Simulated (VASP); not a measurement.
# AlN (Fm-3m) in VASP: single point with r2SCAN

Aim: the single point of AlN with r2SCAN.

Everything below comes from runs of VASP 6.6.1. Logs are shortened: lines on timing, memory, paths and dates and some standing lists are left out, and cuts for length are marked.

### 1 The crystal as given

The structure is cubic, space group Fm-3m (No. 225). The conventional cell has a = 4.045 Å, b = 4.045 Å, c = 4.045 Å, α = 90.00°, β = 90.00°, γ = 90.00°. Al (site symmetry m-3m) has 6 N at 2.02 Å as nearest neighbours. N (site symmetry m-3m) has 6 Al at 2.02 Å as nearest neighbours.

Measurements of this composition are mostly on another form, of space group No. 186.

### 2 Single point, r2SCAN

POSCAR

```
AlN
1.0
    0.0000000000      2.0226210085      2.0226210085
    2.0226210085      0.0000000000      2.0226210085
    2.0226210085      2.0226210085      0.0000000000
Al N
1 1
Direct
    0.5000000000      0.5000000000      0.5000000000
    0.0000000000      0.0000000000      0.0000000000
```

INCAR.step1

```
SYSTEM = AlN
PREC = Accurate
ENCUT = 520
ISMEAR = 0
SIGMA = 0.02
LREAL = .FALSE.
LASPH = .TRUE.
NELM = 100
NBANDS = 11
GGA = PE
ALGO = Normal
EDIFF = 1E-4
LWAVE = .TRUE.
LCHARG = .FALSE.
```

INCAR.step2

```
SYSTEM = AlN
PREC = Accurate
ENCUT = 520
EDIFF = 1E-6
ISMEAR = 0
SIGMA = 0.02
LREAL = .FALSE.
LASPH = .TRUE.
NELM = 100
ALGO = Normal
ISIF = 2
LWAVE = .FALSE.
LCHARG = .FALSE.
METAGGA = R2SCAN
LMIXTAU = .TRUE.
NBANDS = 11
ISTART = 1
```

KPOINTS

```
regular mesh
0
G
  10 10 10
  0 0 0
```

Potentials or basis: VASP PAW PBE potentials, release 64 (Al, N).

Started as:

```bash
> cat potpaw_PBE.64/Al/POTCAR potpaw_PBE.64/N/POTCAR > POTCAR
> cp INCAR.step1 INCAR
> mpirun -np 1 vasp_std > vasp.out
> cp INCAR.step2 INCAR
> mpirun -np 1 vasp_std > vasp.out
```

OUTCAR:

```text
SYSTEM = AlN
   PREC = Accurate
   ENCUT = 520
   EDIFF = 1E-6
   ISMEAR = 0
   LREAL = .FALSE.
   LASPH = .TRUE.
   NELM = 100
   ISIF = 2
   METAGGA = R2SCAN
   ISTART = 1

 ion  position               nearest neighbor table
   1  0.500  0.500  0.500-   2 2.02   2 2.02   2 2.02   2 2.02   2 2.02   2 2.02
   2  0.000  0.000  0.000-   1 2.02   1 2.02   1 2.02   1 2.02   1 2.02   1 2.02

  LATTYP: Found a face centered cubic cell.
 ALAT       =     4.0452420170

  Lattice vectors:

 A1 = (   0.0000000000,   2.0226210085,   2.0226210085)
 A2 = (   2.0226210085,   0.0000000000,   2.0226210085)
 A3 = (   2.0226210085,   2.0226210085,   0.0000000000)

Analysis of symmetry for initial positions (statically):
=====================================================================
 Subroutine PRICEL returns:
 Original cell was already a primitive cell.

 Routine SETGRP: Setting up the symmetry group for a
 face centered cubic supercell.

 Subroutine GETGRP returns: Found 48 space group operations
 (whereof 48 operations were pure point group operations)
 out of a pool of 48 trial point group operations.

The static configuration has the point symmetry O_h .

Analysis of symmetry for dynamics (positions and initial velocities):
=====================================================================
 Subroutine PRICEL returns:
 Original cell was already a primitive cell.

 Routine SETGRP: Setting up the symmetry group for a
 face centered cubic supercell.

 Subroutine GETGRP returns: Found 48 space group operations
 (whereof 48 operations were pure point group operations)
 out of a pool of 48 trial point group operations.

The dynamic configuration has the point symmetry O_h .

 Subroutine INISYM returns: Found 48 space group operations
 (whereof 48 operations are pure point group operations),
 and found     1 'primitive' translations

----------------------------------------------------------------------------------------

                                     Primitive cell

  volume of cell :      16.5491

  direct lattice vectors                    reciprocal lattice vectors
     0.000000000  2.022621008  2.022621008    -0.247203998  0.247203998  0.247203998
     2.022621008  0.000000000  2.022621008     0.247203998 -0.247203998  0.247203998
     2.022621008  2.022621008  0.000000000     0.247203998  0.247203998 -0.247203998

  length of vectors
     2.860418062  2.860418062  2.860418062     0.428169885  0.428169885  0.428169885

  position of ions in fractional coordinates (direct lattice)
     0.500000000  0.500000000  0.500000000
     0.000000000  0.000000000  0.000000000

  ion indices of the primitive-cell ions
   primitive index   ion index
                 1           1
                 2           2

----------------------------------------------------------------------------------------

 KPOINTS: regular mesh

Automatic generation of k-mesh.
 Grid dimensions read from file:
 generate k-points for:   10   10   10

 Generating k-lattice:

  Cartesian coordinates                     Fractional coordinates (reciprocal lattice)
    -0.024720400  0.024720400  0.024720400     0.100000000  0.000000000  0.000000000
     0.024720400 -0.024720400  0.024720400     0.000000000  0.100000000  0.000000000
     0.024720400  0.024720400 -0.024720400     0.000000000  0.000000000  0.100000000

  Length of vectors
     0.042816988  0.042816988  0.042816988

  Shift w.r.t. Gamma in fractional coordinates (k-lattice)
     0.000000000  0.000000000  0.000000000

 Subroutine IBZKPT returns following result:
 ===========================================

 Found     47 irreducible k-points:

 Following reciprocal coordinates:
            Coordinates               Weight
  0.000000  0.000000  0.000000      1.000000
  0.100000  0.000000  0.000000      8.000000
  0.200000  0.000000  0.000000      8.000000
  0.300000  0.000000  0.000000      8.000000
  0.400000  0.000000  0.000000      8.000000
  0.500000  0.000000  0.000000      4.000000
[... 16 lines left out ...]
  0.300000  0.300000  0.000000      6.000000
  0.400000  0.300000  0.000000     24.000000
 [... further k-points ...]
   k-points           NKPTS =     47   k-points in BZ     NKDIM =     47   number of bands    NBANDS=     11
   number of dos      NEDOS =    301   number of ions     NIONS =      2
   total plane-waves  NPLWV =  13824
   dimension x,y,z NGX =    24 NGY =   24 NGZ =   24
   dimension x,y,z NGXF=    48 NGYF=   48 NGZF=   48
   ions per type =               1   1
   NGX,Y,Z   is equivalent  to a cutoff of  13.95, 13.95, 13.95 a.u.
   NGXF,Y,Z  is equivalent  to a cutoff of  27.90, 27.90, 27.90 a.u.
 SYSTEM =  AlN
   PREC   = accura    normal or accurate (medium, high low for compatibility)
   ISTART =      1    job   : 0-new  1-cont  2-samecut
   ICHARG =      0    charge: 1-file 2-atom 10-const
   ISPIN  =      1    spin polarized calculation?
   LNONCOLLINEAR =      F non collinear calculations
   LSORBIT =      F    spin-orbit coupling
   LASPH  =      T    aspherical Exc in radial PAW
   ENCUT  =  520.0 eV  38.22 Ry    6.18 a.u.   5.32  5.32  5.32*2*pi/ulx,y,z
   NELM   =    100;   NELMIN=  2; NELMDL=  0     # of ELM steps
   EDIFF  = 0.1E-05   stopping-criterion for ELM
   LREAL  =      F    real-space projection
   EDIFFG = 0.1E-04   stopping-criterion for IOM
   NSW    =      0    number of steps for IOM
   IBRION =     -1    ionic relax: 0-MD 1-quasi-New 2-CG
   NFREE  =      0    steps in history (QN), initial steepest desc. (CG)
   ISIF   =      2    stress and relaxation
   ISYM   =      2    0-nonsym 1-usesym 2-fastsym
   POTIM  = 0.5000    time-step for ionic-motion
   TEBEG  =    0.0;   TEEND  =   0.0 temperature during run
   PSTRESS=    0.0 pullay stress
   NELECT =       8.0000    total number of electrons
   NUPDOWN=      -1.0000    fix difference up-down
   EMIN   =  10.00;   EMAX   =-10.00  energy-range for DOS
   EFERMI =   0.00;   METHOD = LEGACY
   ISMEAR =     0;   SIGMA  =   0.02  broadening in eV -4-tet -1-fermi 0-gaus
   EFERMI_NEDOS =   21; number of points for ismear=-14 and -15
   IALGO  =     38    algorithm
   IMIX   =      4    mixing-type and parameters
     AMIX     =   0.40;   BMIX     =  1.00
     AMIX_MAG =   1.60;   BMIX_MAG =  1.00
  volume/ion in A,a.u.               =       8.27        55.84
  Fermi-wavevector in a.u.,A,eV,Ry     =   1.284834  2.427984 22.460472  1.650798
  Thomas-Fermi vector in A             =   2.417004
   LORBIT       =      0    0 simple, 1 ext, 2 COOP (PROOUT), +10 PAW based schemes
   METAGGA = R2SCAN    functional components
   LHFCALC =     F    Hartree Fock is set to
   AEXX    =    0.0000 exact exchange contribution
   IVDW    =     0    specifies the selected vdW correction
   LEPSILON=     F    determine dielectric tensor
   LRPA    =     F    only Hartree local field effects (RPA)
 non-spin polarized calculation
 Gauss-broadening in eV      SIGMA  =   0.02
  energy-cutoff  :      520.00
  volume of cell :       16.55
 maximum number of plane-waves:       459
 NGX is ok and might be reduce to    24
   NGX = 11   NGY = 11   NGZ = 11

 number of electron       7.9999999 magnetization

 Free energy of the ion-electron system (eV)
  ---------------------------------------------------
  ext. energy  EPLUGINS =         0.00000000
  ---------------------------------------------------
  free energy    TOTEN  =       -18.89612715 eV

  energy without entropy =      -18.89612715  energy(sigma->0) =      -18.89612715

 E-fermi :   9.8497     XC(G=0): -12.8711

 val. band max:        9.7550471912   @ k =   0.0000   0.0000   0.0000
 cond. band min:      15.2252718614   @ k =   0.5000   0.5000   0.0000
 fundamental gap:      5.4702246702
 Fermi energy:         9.8496713549

 k-point     1 :       0.0000    0.0000    0.0000
  band No.  band energies     occupation
      1      -8.6326      2.00000
      2       9.7550      2.00000
      3       9.7550      2.00000
      4       9.7550      2.00000
      5      16.2500      0.00000
      6      22.6617      0.00000
      7      22.6617      0.00000
      8      22.6617      0.00000
      9      28.3201      0.00000
     10      28.3201      0.00000
     11      28.4461      0.00000

 k-point     2 :       0.1000    0.0000    0.0000
  band No.  band energies     occupation
      1      -8.4242      2.00000
      2       8.7253      2.00000
      3       9.6248      2.00000
      4       9.6248      2.00000
      5      16.8834      0.00000
      6      21.8387      0.00000
      7      22.9846      0.00000
      8      22.9846      0.00000
      9      26.9482      0.00000
     10      26.9482      0.00000
     11      29.4779      0.00000

 k-point     3 :       0.2000    0.0000    0.0000
  band No.  band energies     occupation
      1      -7.8203      2.00000
      2       6.5295      2.00000
      3       9.3075      2.00000
      4       9.3075      2.00000
      5      17.5235      0.00000
      6      21.4619      0.00000
      7      23.2427      0.00000
      8      23.2427      0.00000
      9      26.3563      0.00000
     10      26.3563      0.00000
     11      28.8124      0.00000

 k-point     4 :       0.3000    0.0000    0.0000
  band No.  band energies     occupation
      1      -6.9025      2.00000
      2       4.1446      2.00000
      3       8.9552      2.00000
      4       8.9552      2.00000
      5      17.2209      0.00000
      6      22.5528      0.00000
      7      22.5528      0.00000
      8      22.5777      0.00000
      9      27.9044      0.00000
     10      27.9044      0.00000
     11      27.9382      0.00000

 k-point     5 :       0.4000    0.0000    0.0000
  band No.  band energies     occupation
      1      -5.9020      2.00000
      2       2.1666      2.00000
      3       8.6957      2.00000
      4       8.6957      2.00000
      5      16.8081      0.00000
      6      21.8884      0.00000
      7      21.8884      0.00000
      8      23.8626      0.00000
      9      27.3643      0.00000
     10      30.2825      0.00000
     11      30.2825      0.00000
[... 211 lines left out ...]
 k-point    21 :      -0.3000    0.2000    0.0000
  band No.  band energies     occupation
      1      -5.6878      2.00000
      2       3.2601      2.00000
      3       6.0160      2.00000
      4       8.5571      2.00000
      5      18.8303      0.00000
      6      20.6196      0.00000
      7      22.2803      0.00000
      8      23.0845      0.00000
      9      27.7580      0.00000
     10      30.3069      0.00000
     11      32.0521      0.00000

 k-point    22 :      -0.2000    0.2000    0.0000
  band No.  band energies     occupation
      1      -6.6060      2.00000
      2       4.6794      2.00000
      3       6.7619      2.00000
      4       9.0122      2.00000
      5      19.2964      0.00000
      6      20.6578      0.00000
      7      21.6216      0.00000
      8      23.3029      0.00000
      9      25.6521      0.00000
     10      30.1151      0.00000
     11      31.8273      0.00000

 k-point    23 :       0.3000    0.3000    0.0000
  band No.  band energies     occupation
      1      -6.3618      2.00000
      2       4.7910      2.00000
      3       7.6660      2.00000
      4       7.6660      2.00000
      5      17.1774      0.00000
      6      17.5286      0.00000
      7      22.6112      0.00000
      8      26.5877      0.00000
      9      26.5877      0.00000
     10      31.1632      0.00000
     11      35.3698      0.00000

 k-point    24 :       0.4000    0.3000    0.0000
  band No.  band energies     occupation
      1      -5.6146      2.00000
      2       3.7412      2.00000
      3       6.8892      2.00000
      4       7.3969      2.00000
      5      16.7283      0.00000
      6      17.4645      0.00000
      7      23.0852      0.00000
      8      26.5533      0.00000
      9      27.4265      0.00000
     10      32.6187      0.00000
     11      36.0588      0.00000

 [... further k-points ...]

------------------------ aborting loop because EDIFF is reached ----------------------------------------

  FORCE on cell =-STRESS in cart. coord.  units (eV):
  Direction    XX          YY          ZZ          XY          YZ          ZX
  --------------------------------------------------------------------------------------
  -------------------------------------------------------------------------------------
  Total       -0.2399595     -0.2399595     -0.2399595      0.0000000      0.0000000      0.0000000
  in kB      -23.2313823    -23.2313823    -23.2313823      0.0000000      0.0000000      0.0000000
  external PRESSURE =     -23.2313823 kB  Pullay stress =       0.0000000 kB

 VOLUME and BASIS-vectors are now :
 -----------------------------------------------------------------------------
  energy-cutoff  :      520.00
  volume of cell :       16.55
      direct lattice vectors                 reciprocal lattice vectors
     0.000000000  2.022621008  2.022621008    -0.247203998  0.247203998  0.247203998
     2.022621008  0.000000000  2.022621008     0.247203998 -0.247203998  0.247203998
     2.022621008  2.022621008  0.000000000     0.247203998  0.247203998 -0.247203998

 POSITION                                       TOTAL-FORCE (eV/Angst)
 -----------------------------------------------------------------------------------
      2.02262      2.02262      2.02262         0.000000     -0.000000     -0.000000
      0.00000      0.00000      0.00000        -0.000000      0.000000      0.000000
 -----------------------------------------------------------------------------------
    total drift:                                0.000000     -0.000000     -0.000000

  FREE ENERGIE OF THE ION-ELECTRON SYSTEM (eV)
  ---------------------------------------------------
  free  energy   TOTEN  =       -18.8961271481 eV

  energy  without entropy=      -18.8961271481  energy(sigma->0) =      -18.89612715
```

It took 19 s on 1 thread of Intel Xeon 6975P-C (Granite Rapids), shared host; peak memory 0.14 GiB.

Results:

- Free energy: -18.8961 eV
- Pressure: -2.3 GPa
- Band gap on the k mesh: 5.47 eV, indirect (least direct gap 6.49 eV)

Levels at points of the mesh, in eV from the valence-band top:
```
           k point  band 1  band 2  band 3  band 4  band 5  band 6  band 7  band 8  band 9
(0.00, 0.00, 0.00)  -18.39    0.00    0.00    0.00    6.49   12.91   12.91   12.91   18.57
(0.50, 0.00, 0.00)  -15.15   -8.43   -1.15   -1.15    6.90   11.89   11.89   14.62   17.46
(0.50, 0.50, 0.00)  -14.19   -7.54   -2.89   -2.89    5.47    5.98   15.35   18.68   18.68
```

Caveat: the PAW data sets were made with another functional, which shifts forces and pressure a little.
